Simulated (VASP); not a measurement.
# GeSe (Pnma) in VASP: notebook, part 2 of 2

VASP 6.6.1. The steps go on from the part before.

## Step 3: Relaxation of cell and atoms, PBE+D3(BJ)

This run uses another cell than the first one, of 23.52 Å³/atom, 1.042 times its volume.

Input file INCAR:

```
PREC     = Accurate       # precision mode
ENCUT    = 600            # plane-wave cutoff, eV
EDIFF    = 1E-7           # SCF threshold, eV
ISMEAR   = 0              # smearing method
SIGMA    = 0.03           # smearing width, eV
LREAL    = F              # projectors in reciprocal space
LASPH    = T              # aspherical terms in the spheres
NELM     = 80             # most SCF steps
ALGO     = Normal         # electronic algorithm
ISIF     = 3              # what is computed and relaxed
LWAVE    = F              # write WAVECAR
LCHARG   = F              # write CHGCAR
GGA      = PE             # functional
IVDW     = 12             # dispersion correction
IBRION   = 2              # ionic algorithm
NSW      = 90             # ionic steps
EDIFFG   = -0.005         # ionic threshold
KPAR     = 8
```

Input file KPOINTS:

```
regular mesh
0
Gamma
  4 8 6
```

Input file POSCAR:

```
GeSe                                    
1.0
   10.9599432066      0.0000000000      0.0000000000
    0.0000000000      3.8817305362     -0.0000000000
    0.0000000000     -0.0000000000      4.4232625829
  Ge              Se            
     4     4
Direct
     0.1229283764845039    0.7500000000000000    0.8900989593529866
     0.6229283764845042    0.7500000000000000    0.6099010406470134
     0.3770716235154962    0.2500000000000000    0.3900989593529867
     0.8770716235154958    0.2500000000000000    0.1099010406470133
     0.8545041563528211    0.7500000000000000    0.4986285406692339
     0.3545041563528214    0.7500000000000000    0.0013714593307662
     0.6454958436471789    0.2500000000000000    0.9986285406692338
     0.1454958436471787    0.2500000000000000    0.5013714593307662
```

Potentials or basis: VASP PAW PBE potentials, release 64 (Ge_d, Se).

Started as:

```bash
> cat potpaw_PBE.64/Ge_d/POTCAR potpaw_PBE.64/Se/POTCAR > POTCAR
> mpirun -np 8 vasp_std > vasp.out
```

Run time: 35 min. Hardware: 8 MPI ranks of Intel Xeon Platinum 8375C at 2.90GHz (Ice Lake), shared host; peak memory 0.73 GiB.

It converged, with:

| Item | Value |
| --- | --- |
| Free energy | -36.7192 eV |
| Energy gained by relaxing | 0.1 meV/atom |
| Ionic steps | 24 |
| Pressure after relaxing | 0.0 GPa |
| Largest force after relaxing | 0.004 eV/Å |
| Band gap on the k mesh | 0.70 eV, indirect (least direct gap 0.91 eV) |
| Dispersion energy per atom | -0.358 eV |

Forces on the atoms (eV/Å):
```
Ge   0.002  0.000 -0.004
Ge   0.002  0.000  0.004
Ge  -0.002  0.000 -0.004
Ge  -0.002  0.000  0.004
Se   0.000  0.000  0.000
Se   0.000  0.000  0.000
Se   0.000  0.000  0.000
Se   0.000  0.000  0.000
```

The path:
| step | energy change (eV) | largest force (eV/Å) | pressure (GPa) | volume (Å³) |
| --- | --- | --- | --- | --- |
| 1 | 0.0000 | 0.0100 | 0.00 | 188.18 |
| 2 | 0.0000 | 0.0094 | 0.00 | 188.17 |
| 3 | -0.0001 | 0.0109 | 0.03 | 188.13 |
| 4 | -0.0001 | 0.0157 | 0.07 | 188.05 |
| 5 | -0.0001 | 0.0122 | 0.05 | 188.11 |
| 6 | -0.0001 | 0.0116 | 0.04 | 188.12 |
| 7 | -0.0002 | 0.0096 | 0.02 | 188.16 |
| 8 | -0.0002 | 0.0070 | -0.02 | 188.25 |
| 9 | -0.0002 | 0.0072 | -0.10 | 188.42 |
| 10 | -0.0002 | 0.0070 | -0.05 | 188.33 |
| 11 | -0.0003 | 0.0051 | -0.04 | 188.30 |
| 12 | -0.0003 | 0.0112 | -0.01 | 188.22 |
| 13 | -0.0004 | 0.0099 | 0.01 | 188.20 |
| 14 | -0.0004 | 0.0062 | 0.03 | 188.13 |
| 15 | -0.0004 | 0.0080 | 0.09 | 188.00 |
| 16 | -0.0004 | 0.0059 | 0.05 | 188.08 |
| 17 | -0.0004 | 0.0057 | 0.04 | 188.09 |
| 18 | -0.0004 | 0.0062 | 0.02 | 188.13 |
| 19 | -0.0004 | 0.0099 | -0.03 | 188.21 |
| 20 | -0.0004 | 0.0084 | 0.00 | 188.18 |
| 21 | -0.0004 | 0.0088 | -0.01 | 188.19 |
| 22 | -0.0004 | 0.0084 | 0.00 | 188.19 |
| 23 | -0.0004 | 0.0069 | -0.01 | 188.18 |
| 24 | -0.0005 | 0.0041 | 0.00 | 188.16 |

Final structure:
```
Ge Se
1.0
    10.97007    0.00000    0.00000
     0.00000    3.88275    0.00000
     0.00000    0.00000    4.41759
Ge Se
4 4
Cartesian
  1.3524 2.9121 3.9219
  6.8374 2.9121 2.7045
  4.1327 0.9707 1.7131
  9.6177 0.9707 0.4957
  9.3771 2.9121 2.2166
  3.8921 2.9121 4.4098
  7.0780 0.9707 0.0078
  1.5930 0.9707 2.2010
```

Levels at points of the mesh, in eV from the valence-band top:
```tsv
k point	band 37	band 38	band 39	band 40	band 41	band 42	band 43	band 44
(0.00, 0.00, 0.00)	-1.40	-1.10	-0.83	-0.21	0.70	2.65	2.68	2.71
(0.50, 0.00, 0.00)	-1.69	-1.69	-0.45	-0.45	2.36	2.36	2.41	2.41
(0.00, 0.50, 0.00)	-1.37	-1.37	-1.17	-1.17	1.11	1.11	1.21	1.21
(0.50, 0.50, 0.00)	-1.50	-1.50	-1.50	-1.50	1.48	1.48	1.48	1.48
(0.00, 0.00, 0.50)	-0.96	-0.96	-0.39	-0.39	1.22	1.22	1.91	1.91
(0.50, 0.00, 0.50)	-0.58	-0.58	-0.53	-0.53	1.27	1.27	1.92	1.92
(0.00, 0.50, 0.50)	-2.18	-2.18	-1.51	-1.51	2.84	2.84	3.25	3.25
(0.50, 0.50, 0.50)	-1.48	-1.48	-1.48	-1.48	2.56	2.56	2.56	2.56
```

A k mesh can miss the band edges.

## Step 4: Relaxation of cell and atoms, PBE+D3(BJ)

Input file INCAR:

```
SYSTEM = GeSe
PREC = Accurate ; ENCUT = 600
EDIFF = 1E-6 ; ISMEAR = 0
SIGMA = 0.03 ; LREAL = .FALSE.
LASPH = .TRUE. ; NELM = 80
ALGO = Normal ; ISIF = 3
LWAVE = .FALSE. ; LCHARG = .FALSE.
GGA = PE ; IVDW = 12
IBRION = 2 ; NSW = 90
EDIFFG = -0.01 ; KPAR = 2
```

Input file KPOINTS:

```
regular mesh
0
G
  4 8 6
  0 0 0
```

Input file POSCAR:

```
GeSe
1.0
   10.7900000000      0.0000000000      0.0000000000
    0.0000000000      3.8200000000      0.0000000000
    0.0000000000      0.0000000000      4.3800000000
Ge Se
4 4
Direct
    0.1210000000      0.7500000000      0.8940000000
    0.6210000000      0.7500000000      0.6060000000
    0.3790000000      0.2500000000      0.3940000000
    0.8790000000      0.2500000000      0.1060000000
    0.8520000000      0.7500000000      0.4970000000
    0.3520000000      0.7500000000      0.0030000000
    0.6480000000      0.2500000000      0.9970000000
    0.1480000000      0.2500000000      0.5030000000
```

Started as:

```bash
> cat potpaw_PBE.64/Ge_d/POTCAR potpaw_PBE.64/Se/POTCAR > POTCAR
> mpirun -np 2 vasp_std > vasp.out
```

Wall time 50 min (2 MPI ranks of Intel Xeon Platinum 8488C (Sapphire Rapids), shared host); peak memory 0.67 GiB.

Results (log left out):

| Quantity | Value |
| --- | --- |
| Free energy | -36.7182 eV |
| Relaxed volume | 23.52 Å³/atom |
| Relaxed cell | a = 10.960 Å, b = 3.882 Å, c = 4.423 Å, α = 90.00°, β = 90.00°, γ = 90.00° |
| Space group after relaxing (to 0.05 Å) | Pnma (No. 62) |
| Energy gained by relaxing | 11.7 meV/atom |
| Ionic steps | 25 |
| Pressure after relaxing | 0.0 GPa |
| Largest force after relaxing | 0.010 eV/Å |
| Band gap on the k mesh | 0.71 eV, indirect (least direct gap 0.89 eV) |
| Dispersion energy per atom | -0.358 eV |

Forces in eV/Å, atoms in the order of the input:
```
Ge   0.007  0.000 -0.007
Ge   0.007  0.000  0.007
Ge  -0.007  0.000 -0.007
Ge  -0.007  0.000  0.007
Se   0.005  0.000  0.007
Se   0.005  0.000 -0.007
Se  -0.005  0.000  0.007
Se  -0.005  0.000 -0.007
```

Step by step:
```tsv
step	energy change (eV)	largest force (eV/Å)	pressure (GPa)	volume (Å³)
1	0.0000	0.2543	3.31	180.53
2	-0.0416	0.2877	-2.39	193.00
3	-0.0841	0.1310	-0.08	187.88
4	-0.0841	0.1262	-0.02	187.73
5	-0.0878	0.0880	0.00	187.88
6	-0.0900	0.0458	0.02	188.07
7	-0.0901	0.0431	0.06	188.10
8	-0.0912	0.0347	-0.05	188.44
9	-0.0912	0.0360	-0.21	188.86
10	-0.0914	0.0347	-0.19	188.67
11	-0.0920	0.0429	0.00	188.33
12	-0.0921	0.0472	0.14	188.14
13	-0.0926	0.0377	0.09	188.16
14	-0.0932	0.0185	0.04	188.20
15	-0.0934	0.0170	-0.06	188.33
16	-0.0934	0.0168	-0.04	188.37
17	-0.0934	0.0168	-0.09	188.43
18	-0.0935	0.0168	-0.04	188.34
19	-0.0936	0.0184	0.02	188.17
20	-0.0936	0.0183	0.11	188.14
21	-0.0936	0.0183	-0.02	188.16
22	-0.0936	0.0183	0.06	188.15
23	-0.0937	0.0132	0.01	188.18
24	-0.0937	0.0124	-0.02	188.22
25	-0.0938	0.0096	0.01	188.18
```

Final structure:
```
Ge Se
1.0
    10.95973    0.00000    0.00000
     0.00000    3.88180    0.00000
     0.00000    0.00000    4.42316
Ge Se
4 4
Direct
  0.12293 0.75000 0.89010
  0.62293 0.75000 0.60990
  0.37707 0.25000 0.39010
  0.87707 0.25000 0.10990
  0.85450 0.75000 0.49865
  0.35450 0.75000 0.00135
  0.64550 0.25000 0.99865
  0.14550 0.25000 0.50135
```

Levels at points of the mesh, in eV from the valence-band top:
```tsv
k point	band 36	band 37	band 38	band 39	band 40	band 41	band 42	band 43	band 44	band 45
(0.00, 0.00, 0.00)	-1.80	-1.38	-1.07	-0.82	-0.18	0.71	2.65	2.69	2.69	3.02
(0.50, 0.00, 0.00)	-2.02	-1.67	-1.67	-0.44	-0.44	2.37	2.37	2.42	2.42	3.46
(0.00, 0.50, 0.00)	-1.89	-1.38	-1.38	-1.18	-1.18	1.12	1.12	1.23	1.23	1.81
(0.50, 0.50, 0.00)	-2.24	-1.50	-1.50	-1.50	-1.50	1.50	1.50	1.50	1.50	2.08
(0.00, 0.00, 0.50)	-1.36	-0.96	-0.96	-0.39	-0.39	1.24	1.24	1.94	1.94	2.13
(0.50, 0.00, 0.50)	-1.87	-0.57	-0.57	-0.52	-0.52	1.29	1.29	1.93	1.93	2.20
(0.00, 0.50, 0.50)	-3.33	-2.14	-2.14	-1.51	-1.51	2.86	2.86	3.23	3.23	4.91
(0.50, 0.50, 0.50)	-3.93	-1.46	-1.46	-1.46	-1.46	2.57	2.57	2.57	2.57	4.88
```
